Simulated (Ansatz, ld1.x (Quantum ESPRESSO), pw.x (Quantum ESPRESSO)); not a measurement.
# pw.x on bcc Ru: one setting changed

Potential: PAW, ld1.x (Quantum ESPRESSO) 7.5, PBE; core [Ar] 3d10, reference 4s2 4p6 4d7 5s0 5p0; waves: 4s (bound): rcut 1.30, rcutus 1.50 bohr; 5s (bound, empty): rcut 1.30, rcutus 1.50 bohr; 4p (bound): rcut 1.70, rcutus 1.80 bohr; 5p (bound, empty): rcut 1.70, rcutus 1.80 bohr; 4d (bound): rcut 1.70, rcutus 2.00 bohr; 4d channel at -0.35 Ry: rcut 1.70, rcutus 2.00 bohr; local part: all-electron potential smoothed inside 1.75 bohr (lloc = -2); core correction: Bessel-smoothed model core inside 0.62 bohr; augmentation: BESSEL, radius 1.45 bohr.

The reference run (k-mesh 15³, cutoffs 60/480 Ry, Fermi–Dirac 0.01 Ry, mixing_beta 0.4, conv_thr 1e-9, no spin) gives 5.12 GPa at 14.192 Å³/atom, where all-electron LAPW gives 1.63 GPa. This run, with its own iteration cap, changes k-mesh points per axis to 3.

```
&control
  calculation='scf', prefix='x', pseudo_dir='./', outdir='./tmp', tstress=.true., disk_io='none'
/
&system
  ibrav=0, nat=1, ntyp=1, ecutwfc=60, ecutrho=480, nbnd=16,
  occupations='smearing', smearing='fd', degauss=0.01
/
&electrons
  conv_thr=1e-09, mixing_beta=0.4, electron_maxstep=50
/
ATOMIC_SPECIES
Ru 1.0 Ru.UPF
CELL_PARAMETERS angstrom
  -1.52520377 1.52520377 1.52520377
  1.52520377 -1.52520377 1.52520377
  1.52520377 1.52520377 -1.52520377
ATOMIC_POSITIONS crystal
Ru 0.0000 0.0000 0.0000
K_POINTS automatic
3 3 3 0 0 0
```

```bash
pw.x < Ru.scf.in > Ru.scf.out
```

Problem. How does the run end?

Solution. It converges in 23 iterations; the free energy moves by +1.19 eV/atom and the pressure by +23.96 GPa.

```
Message from routine setup:
     using ibrav=0 with symmetry is DISCOURAGED, use correct ibrav instead
     lattice parameter (alat)  =       4.9921  a.u.
     unit-cell volume          =      95.7724 (a.u.)^3
     number of electrons       =        16.00
     number of Kohn-Sham states=           16
     kinetic-energy cutoff     =      60.0000  Ry
     charge density cutoff     =     480.0000  Ry
     scf convergence threshold =      1.0E-09
     Exchange-correlation= SLA  PW   PBX  PBC
     number of k points=     4  Fermi-Dirac smearing, width (Ry)=  0.0100
     iteration #  1     ecut=    60.00 Ry     beta= 0.40
     total energy              =    -431.25590691 Ry
     estimated scf accuracy    <       2.15797976 Ry
     iteration #  2     ecut=    60.00 Ry     beta= 0.40
     total energy              =    -431.49560650 Ry
     estimated scf accuracy    <       0.06936237 Ry
     iteration #  3     ecut=    60.00 Ry     beta= 0.40
     total energy              =    -431.53645227 Ry
     estimated scf accuracy    <       0.01188569 Ry
     iteration #  4     ecut=    60.00 Ry     beta= 0.40
     total energy              =    -431.54905455 Ry
     estimated scf accuracy    <       0.01299677 Ry
     iteration #  5     ecut=    60.00 Ry     beta= 0.40
     total energy              =    -431.52716940 Ry
     estimated scf accuracy    <       0.06171300 Ry
     iteration #  6     ecut=    60.00 Ry     beta= 0.40
     total energy              =    -431.54320655 Ry
     estimated scf accuracy    <       0.01178216 Ry
     [... 11 iterations left out ...]
     iteration # 18     ecut=    60.00 Ry     beta= 0.40
     total energy              =    -431.54162941 Ry
     estimated scf accuracy    <       0.00000005 Ry
     iteration # 19     ecut=    60.00 Ry     beta= 0.40
     total energy              =    -431.54162943 Ry
     estimated scf accuracy    <       0.00000001 Ry
     iteration # 20     ecut=    60.00 Ry     beta= 0.40
     total energy              =    -431.54162943 Ry
     estimated scf accuracy    <          4.0E-09 Ry
     iteration # 21     ecut=    60.00 Ry     beta= 0.40
     total energy              =    -431.54162943 Ry
     estimated scf accuracy    <       0.00000001 Ry
     iteration # 22     ecut=    60.00 Ry     beta= 0.40
     total energy              =    -431.54162944 Ry
     estimated scf accuracy    <          6.1E-09 Ry
     iteration # 23     ecut=    60.00 Ry     beta= 0.40
     the Fermi energy is    21.9784 ev
!    total energy              =    -431.54162944 Ry
     estimated scf accuracy    <          4.1E-11 Ry
     smearing contrib. (-TS)   =      -0.01598833 Ry
     The total energy is F=E-TS. E is the sum of the following terms:
     one-electron contribution =     -32.21112837 Ry
     hartree contribution      =      33.40935545 Ry
     xc contribution           =    -108.75080533 Ry
     ewald contribution        =    -161.61927271 Ry
     one-center paw contrib.   =    -162.35379015 Ry
     convergence has been achieved in  23 iterations
          total   stress  (Ry/bohr**3)                   (kbar)     P=      290.79
     Message from routine punch:
     Nothing written, as per user request (disk_io='none')
```

The run took about 12 s on one core of a shared host (Neoverse-V1, 32 threads, 247 GiB, load 28).
